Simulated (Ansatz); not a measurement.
BP:

```xyz
2
Lattice="0.0000 2.2690 2.2690 2.2690 0.0000 2.2690 2.2690 2.2690 0.0000" Properties=species:S:1:pos:R:3 pbc="T T T"
P     3.4035    3.4035    3.4035
B     0.0000    0.0000    0.0000
```

| Property | Result |
| --- | --- |
| Program | Ansatz 0.2.0 |
| Task | relaxation of cell and atoms |
| Functional | revPBE |
| Dispersion | D4 |
| Potentials or basis | all-electron LAPW, scalar-relativistic |
| Basis error allowed | 0.001 eV/atom |
| k mesh | 10 × 10 × 10 |
| Occupations | fermi-dirac, width 0.05 eV |
| Spin | no spin polarisation |

At the start: volume 11.68 Å³/atom.

Problem. Where does the relaxation end?

Solution. Over 5 steps the energy falls by 12.6 meV/atom and the volume is 11.16 Å³/atom (-4.5 %); space group F-43m (No. 216, to 0.05 Å).

The path:
| step | energy change (eV) | largest force (eV/Å) | volume (Å³) |
| --- | --- | --- | --- |
| 1 | 0.0000 | 0.0000 | 23.36 |
| 2 | -0.0198 | 0.0000 | 22.79 |
| 3 | -0.0251 | 0.0000 | 22.28 |
| 4 | -0.0251 | 0.0000 | 22.32 |
| 5 | -0.0251 | 0.0000 | 22.32 |

Final structure:
```
CELL_PARAMETERS angstrom
0.00000 2.23463 2.23463
2.23463 0.00000 2.23463
2.23463 2.23463 0.00000
ATOMIC_POSITIONS crystal
P 0.75000 0.75000 0.75000
B 0.00000 0.00000 0.00000
```
